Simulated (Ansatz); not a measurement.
# ZrB2 (P6/mmm) in Ansatz: reference runs

Reference runs on ZrB2: the cell as given and a disturbed copy.

Program: Ansatz 0.2.0. These are calculated values, not measurements. Logs are shortened: lines on timing, memory, paths and dates and some standing lists are left out, and cuts for length are marked.

## 1. The crystal as given

The structure is hexagonal, space group P6/mmm (No. 191). The conventional cell has a = 3.170 Å, b = 3.170 Å, c = 3.533 Å, α = 90.00°, β = 90.00°, γ = 120.00°. Zr (site symmetry 6/mmm) has 12 B at 2.54 Å as nearest neighbours. B (site symmetry -6m2) has 3 B at 1.83 Å as nearest neighbours.

## 2. Single point, PBE

input.yaml

```yaml
crystal:
  lattice:
    - [3.17, 0.0, 0.0]
    - [-1.585, 2.74530053, 0.0]
    - [0.0, 0.0, 3.533]
  atoms:
    - { symbol: Zr, position: [0.0, 0.0, 0.0] }
    - { symbol: B, position: [0.6666666667, 0.3333333333, 0.5] }
    - { symbol: B, position: [0.3333333333, 0.6666666667, 0.5] }
hamiltonian:
  xc: pbe
  pseudopotentials: { kind: paw }
kpoints:
  mp_grid: { grid: [10, 10, 8] }
scf:
  occupations: { method: fermi_dirac, width: 0.05 }
output:
  forces: true
  stress: true
  eigenvalues: true
```

Potentials or basis: Ansatz PAW.

Launch:

```console
$ ansatz run input.yaml --threads 2 --pin off --max-ram 5120MiB --backend cpu --events-out ev --progress --plain --runs-dir out
```

Log:

```text
Warning: RAYON_NUM_THREADS=2 ignored (pool sized by the plan → 2); use --threads N
Engine: ansatz 0.2.0, aarch64-unknown-linux-gnu
Pseudopotentials: kind: paw
Pseudopotential: Zr, paw, valence charge 12, recommended cutoff 420 eV (normal), Zr.paw.azcp
Pseudopotential: B, paw, valence charge 3, recommended cutoff 420 eV (normal), B.paw.azcp
Functional definition: PBE
  parameter kappa = 0.804
  parameter beta = 0.06672455060314922
  exchange = pbe_x(kappa = kappa, mu = beta*pi^2/3)
  correlation = pbe_c(beta = beta)
Crystal: 3 atoms, lattice volume = 30.746 Å³
Basis set: ecut = 420 eV, 575 PW (Γ), exchange–correlation on 48×48×48 points (8 copies of the dense FFT grid, shifted against one another)
Bands: 13, of which v1, the nominal top of the filled ones, is band 9 counted from 1 (8 counted from 0)
Symmetry: 24 space group operations
Space group: P6/mmm (ITA 191), of the structure as read, at distance tolerance 3.1e-5 Å
k-points: 70 of 800
Non-local potential: Zr, projectors of the file, l = 0: 3, l = 1: 2, l = 2: 2, l = 3: 2
Non-local potential: B, projectors of the file, l = 0: 2, l = 1: 2, l = 2: 1
PAW form: soft (Blöchl's): semilocal exchange-correlation on the pseudo side does not see the compensation charge
PAW one-centre angular grid: Zr, 590 points (default); XC on 64 Gauss nodes
PAW one-centre angular grid: B, 110 points (default); XC on 64 Gauss nodes
Initial density: superposition of atomic densities (neutral atoms: chi_scale 0, normalization atom), corrected by the library's trained network
Initial wavefunctions: pseudopotential atomic-orbital guess
Functional: x = pbe(κ = 0.804, μ = 0.2195149727645171), c = pbe(β = 0.06672455060314922)
SCF iter   1: F=—  HF=-4498.718907 eV  |F-HF|=—  |Δ(HF+E_count)|=         —  Δρ=1.65e-3  dr2=4.83e-4  ethr=1.77e-3  ⟨swp⟩=5.0  Hψ=4461  notcnv=0
preconditioner: auto → none  [insulator: Δε(μ)=0.197 eV  Ē_g=8.842 eV  σ=0.050 eV  W_gap=0.63  n_scr=8 (ndim 8)  ℏωp=21.2 eV  f_vac=0.000  D(μ)=0.34/eV (n_scr^D=0)  ε∞_Penn≈6.7]
SCF iter   2: F=—  HF=-4498.718834 eV  |F-HF|=—  |Δ(HF+E_count)|=   7.27e-5  Δρ=7.31e-4  dr2=7.98e-5  ethr=2.68e-6  ⟨swp⟩=2.1  Hψ=1998  notcnv=0
SCF iter   3: F=—  HF=-4498.718878 eV  |F-HF|=—  |Δ(HF+E_count)|=   4.36e-5  Δρ=1.54e-4  dr2=4.00e-6  ethr=4.43e-7  ⟨swp⟩=2.2  Hψ=1417  notcnv=0
SCF iter   4: F=—  HF=-4498.718879 eV  |F-HF|=—  |Δ(HF+E_count)|=   5.77e-7  Δρ=5.76e-5  dr2=3.63e-7  ethr=2.22e-8  ⟨swp⟩=2.8  Hψ=1535  notcnv=0
iter 5 did not close the SCF: its close was put off for the readings that it lacked (scf_convergence_deferred on its scf_iter line)
SCF iter   5: F=-4498.718879 eV  HF=-4498.718879 eV  |F-HF|=6.36e-9  |Δ(HF+E_count)|=   3.61e-7  Δρ=5.79e-6  dr2=8.47e-9  ethr=2.01e-9  ⟨swp⟩=2.1  Hψ=1523  notcnv=0
SCF iter   6: F=-4498.718879 eV  HF=-4498.718879 eV  |F-HF|=2.25e-10  |Δ(HF+E_count)|=   3.05e-9  Δρ=1.22e-6  dr2=3.03e-10  ethr=4.71e-11  ⟨swp⟩=1.5  Hψ=2767  notcnv=0
SCF 1 converged in 6 iterations: F = -4498.718879 eV  dr2 = 3.03e-10
SCF converged after 6 iterations
Free energy (F): -4498.718879 eV
Harris-Foulkes:  -4498.718879 eV  (|F-HF|=2.25e-10)
Internal energy: -4498.716046 eV  (E = F + TS)
E sigma→0 (E₀):  -4498.717463 eV
Entropy (-TS):   -0.002833 eV (-0.944 meV/atom)
Fermi energy:    15.706829 eV
--- Per-component energies (eV) ---
  E_band       = -25.257321
  E_kinetic    = 435.199572
  E_local      = -556.497703  (includes V_loc(G=0)·N_el)
  E_nonlocal   = 100.558492
  E_hartree    = 176.060473
  E_xc         = -228.960867
  E_vxc        = -271.357657  (∫ρ·V_xc dr)
  E_paw        = -3110.891409  (= ΣΔE_a)
  E_vpaw       = -85.280591  (= ΣTr[D̂ρ^β])
  E_aug_tail   = 0.000016  (compensation charges beyond the density's cutoff)
  E_ewald      = -1314.184620
  E_smearing   = -0.002833  (= −TS)
  E_closure    = 0.000000  (closes the sum)
  Σ components = -4498.718879   (vs F -4498.718879, Δ=0.00e0)
--- Forces (eV/Å), atoms counted from 1 ---
  atom   1  Zr     0.00000000     0.00000000     0.00000000
  atom   2  B      0.00000000     0.00000000     0.00000000
  atom   3  B      0.00000000    -0.00000000     0.00000000
  max |Σ_I F_I| component: 1.85e-17 eV/Å
--- Stress (GPa, compression-positive) ---
        0.421974       0.000000       0.000000
       -0.000000       0.421974       0.000000
        0.000000       0.000000       1.534865
  P = ⅓ Tr σ = 0.7929 GPa (7.929 kbar)
--- Band table (eV; the first three rows and the last of 70) ---
  k-point 0: bands = ["-32.8344", "-11.0192", "-10.4719", "-10.4719", "3.0649", "13.1645", "13.1645", "13.2099", "13.4480", "19.1902", "19.1902", "19.9657", "19.9657"]
  k-point 1: bands = ["-32.8316", "-11.0745", "-10.4681", "-10.4681", "3.2936", "11.9787", "13.3109", "13.3109", "14.6096", "18.2238", "18.2238", "19.5016", "19.5016"]
  k-point 2: bands = ["-32.8247", "-11.2048", "-10.4591", "-10.4591", "3.9082", "10.6025", "13.7370", "13.7370", "15.8755", "17.0945", "17.0945", "18.4181", "18.4181"]
  k-point 69: bands = ["-32.6877", "-11.1496", "-11.1116", "-10.9777", "6.6046", "7.5634", "10.9005", "13.0316", "13.0847", "19.8043", "21.5016", "21.8729", "22.0171"]
```

It took 0.91 s on 2 threads of Arm Neoverse V2, shared host; peak memory 0.31 GiB.

What came out:

```yaml
Free_energy: -4498.7189 eV
Pressure: 0.8 GPa
Band_gap_on_the_k_mesh: none (metal or under the smearing width)
```

Stress tensor (GPa, compression positive):
```
0.42 0.00 0.00
0.00 0.42 0.00
0.00 0.00 1.53
```

## 3. Single point, PBE (atoms moved at random, drawn with an rms of 0.05 Å)

input.yaml

```yaml
crystal:
  lattice:
    - [3.17, 0.0, 0.0]
    - [-1.585, 2.74530053, 0.0]
    - [0.0, 0.0, 3.533]
  atoms:
    - { symbol: Zr, position: [0.000552, 0.021097, -0.008742] }
    - { symbol: B, position: [0.654668, 0.330041, 0.495783] }
    - { symbol: B, position: [0.342136, 0.665057, 0.514111] }
hamiltonian:
  xc: pbe
  pseudopotentials: { kind: paw }
kpoints:
  mp_grid: { grid: [10, 10, 8] }
scf:
  occupations: { method: fermi_dirac, width: 0.05 }
output:
  forces: true
  stress: true
  eigenvalues: true
  write_density: true
  write_potential: true
  elf: true
  volumetric_format: npy
```

Potentials or basis: Ansatz PAW.

Launch:

```console
$ ansatz run input.yaml --threads 2 --pin off --max-ram 5120MiB --backend cpu --events-out ev --progress --plain --runs-dir out
```

Run time: 10 s. Hardware: 2 threads of Arm Neoverse V2, shared host; peak memory 0.48 GiB.

It converged, with:

- Free energy: -4498.6338 eV
- Pressure: 1.8 GPa
- Largest force: 1.245 eV/Å
- Band gap on the k mesh: none (metal or under the smearing width)

Forces on the atoms (eV/Å):
```
Zr   0.375 -0.835  0.691
B    0.531  0.397  0.043
B   -0.906  0.438 -0.734
```

Stress tensor (GPa, compression positive):
```
 1.62  0.58  0.44
 0.58  1.35 -0.71
 0.44 -0.71  2.42
```

Levels at points of the mesh, in eV from the Fermi level:
```tsv
k point	band 5	band 6	band 7	band 8	band 9	band 10	band 11	band 12	band 13
(0.00, 0.00, 0.00)	-12.65	-2.80	-2.69	-2.31	-2.09	3.35	3.49	3.84	4.38
(0.00, 0.00, -0.50)	-10.62	-6.88	-1.34	-0.62	0.22	0.66	0.86	0.95	1.91
(0.00, -0.50, 0.00)	-8.90	-8.43	-3.82	-3.01	-2.54	2.16	2.50	4.98	5.06
(0.00, -0.50, -0.50)	-9.85	-6.93	-4.51	-4.07	-1.92	3.77	4.12	5.36	6.23
(-0.50, 0.00, 0.00)	-8.70	-8.53	-3.97	-3.32	-2.42	2.09	2.94	5.01	5.13
(-0.50, 0.00, -0.50)	-9.95	-6.70	-4.58	-3.93	-2.06	3.78	3.98	5.36	6.27
(-0.50, -0.50, 0.00)	-9.06	-8.34	-3.69	-2.97	-2.45	1.92	2.48	4.97	5.01
(-0.50, -0.50, -0.50)	-9.75	-7.12	-4.47	-4.17	-1.80	3.73	4.20	5.36	6.25
```
